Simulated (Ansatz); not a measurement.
# Sn: rattling a relaxed structure

The cell was found from a structure generator's guess, not taken from experiment.

These are results of DFT PBE, scalar-relativistic, plane waves, PAW (Ansatz), not measurements. Plane waves to 420 eV, a k mesh through Γ of 6×6×6 on the computed 8-atom cell and Gaussian smearing (0.10 eV); no spin polarisation.

The cell below (8 atoms, space group Im-3m (No. 229)) is relaxed within its symmetry.

```xyz
8
Lattice="-4.5857 4.5857 4.5857 4.5857 -4.5857 4.5857 4.5857 4.5857 -4.5857" Properties=species:S:1:pos:R:3 pbc="T T T"
Sn    1.4620    1.4620    1.4620
Sn    3.1237    3.1237   -3.1237
Sn    3.1237   -3.1237    3.1237
Sn   -3.1237    3.1237    3.1237
Sn    3.1237    3.1237    3.1237
Sn    1.4620    1.4620   -1.4620
Sn    1.4620   -1.4620    1.4620
Sn   -1.4620    1.4620    1.4620
```

For the test it was strained at random (σ = 1.5 % a component), the atoms were moved at random (σ = 0.10 Å), and all was relaxed again on a coarse 4×4×4 mesh (in the run’s order of axes) with 0.20 eV smearing, with no symmetry imposed.

Question: Is the structure stable against such a distortion?

Answer: It returns, within 1 meV/atom of the unmoved cell on that mesh and with the same symmetry when read at 0.1 Å (C2/m at 0.01 Å, so small strains and shifts remain). No instability shows in this cell; modes of other wave vectors, which need another repeat, aren't tested.
